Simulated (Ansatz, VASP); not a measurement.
P in VASP and in Ansatz

INCAR

```
ALGO     = Normal         # electronic algorithm
EDIFF    = 1E-7           # SCF threshold, eV
ENCUT    = 520            # plane-wave cutoff, eV
GGA      = PE             # functional
ISIF     = 2              # what is computed and relaxed
ISMEAR   = -1             # smearing method
LASPH    = True           # aspherical terms in the spheres
LCHARG   = False          # write CHGCAR
LREAL    = False          # projectors in reciprocal space
LWAVE    = False          # write WAVECAR
NBANDS   = 12             # bands
NELM     = 80             # most SCF steps
PREC     = Accurate       # precision mode
SIGMA    = 0.05           # smearing width, eV
```

File KPOINTS:

```
k-points
0
Gamma
  9 9 9
```

File POSCAR:

```
P
1.0
    1.7484346925      1.0094592404      3.1708647352
   -1.7484346925      1.0094592404      3.1708647352
    0.0000000000     -2.0189184807      3.1708647352
P
2
Direct
    0.7729197500      0.7729197500      0.7729197500
    0.2270802500      0.2270802500      0.2270802500
```

File input.yaml:

```yaml
crystal:
  lattice:
    - [1.7484346925, 1.0094592404, 3.1708647352]
    - [-1.7484346925, 1.0094592404, 3.1708647352]
    - [0.0, -2.0189184807, 3.1708647352]
  atoms:
    - { symbol: P, position: [0.77291975, 0.77291975, 0.77291975] }
    - { symbol: P, position: [0.22708025, 0.22708025, 0.22708025] }
hamiltonian:
  xc: pbe
  pseudopotentials: { kind: paw }
kpoints:
  mp_grid: { grid: [9, 9, 9] }
scf:
  occupations: { method: fermi_dirac, width: 0.05 }
output:
  forces: true
  stress: true
  eigenvalues: true
```

Change from the starting cell: volume scaled by 1.04.

Alike in both runs: task single point; functional PBE; k mesh 9 × 9 × 9; occupations fermi-dirac, width 0.05 eV; no spin polarisation.

|  | VASP | Ansatz |
| --- | --- | --- |
| version | VASP 6.6.1 | Ansatz 0.2.0 |
| potentials or method | VASP PAW PBE potentials, release 64 (P) | Ansatz PAW |
| plane-wave cutoff (eV) | 520 | 420 |
| valence electrons in the cell | 10 | 10 |

|  | VASP | Ansatz | Ansatz less VASP |
| --- | --- | --- | --- |
| gap on the k mesh at the Fermi level (eV) | none | none | - |
| pressure (GPa) | -1.8 | -1.6 | +0.26 |
| largest component of the traceless stress (GPa) | 0.09 | 0.28 | +0.182 |
| rms of the force components (eV/Å) | 0.048 | 0.021 | -0.0268 |

Atom by atom the forces differ by 0.027 eV/Å (rms over components). A gap of «none» marks a metal or a gap that the smearing closes.
